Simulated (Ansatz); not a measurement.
Start from Ti3SiC2 (space group P6_3/mmc, No. 194; a = 3.0424 Å, c = 17.5771 Å).

Structures relaxed with Ansatz (an electronic-structure program) PBEsol, scalar-relativistic without spin-orbit coupling.

Base:

Simulated powder pattern, Cu Kα, λ = 1.54184 Å (kinematic, ideal powder, no thermal factors, no anomalous dispersion; the 8 strongest lines at most, above 2 %, up to 2θ = 90°):

```
2θ (°)  I/Imax (%)    hkl
------  ----------  -----
10.06           16  (002)
34.42           29  (101)
39.89          100  (104)
41.08           20  (008)
42.90           38  (105)
58.86           16  (109)
60.90           29  (110)
76.11           17  (118)
```

The change: a hydrostatic pressure of 10 GPa.

Q: Where do the lines fall after the change?

A: 
Simulated powder pattern, Cu Kα, λ = 1.54184 Å (kinematic, ideal powder, no thermal factors, no anomalous dispersion; the 8 strongest lines at most, above 2 %, up to 2θ = 90°):

```
2θ (°)  I/Imax (%)    hkl
------  ----------  -----
10.22           14  (002)
34.98           29  (101)
40.54          100  (104)
41.73           19  (008)
43.59           40  (105)
59.85           16  (109)
61.96           29  (110)
77.50           16  (118)
```

The indices refer to the base's conventional cell; one index is shown for lines that coincide.

Load acts through the strain it causes; cell and atoms are relaxed under it. Stability against distortions was not tested. Competing high-pressure phases were not computed. All final runs are without spin polarisation.
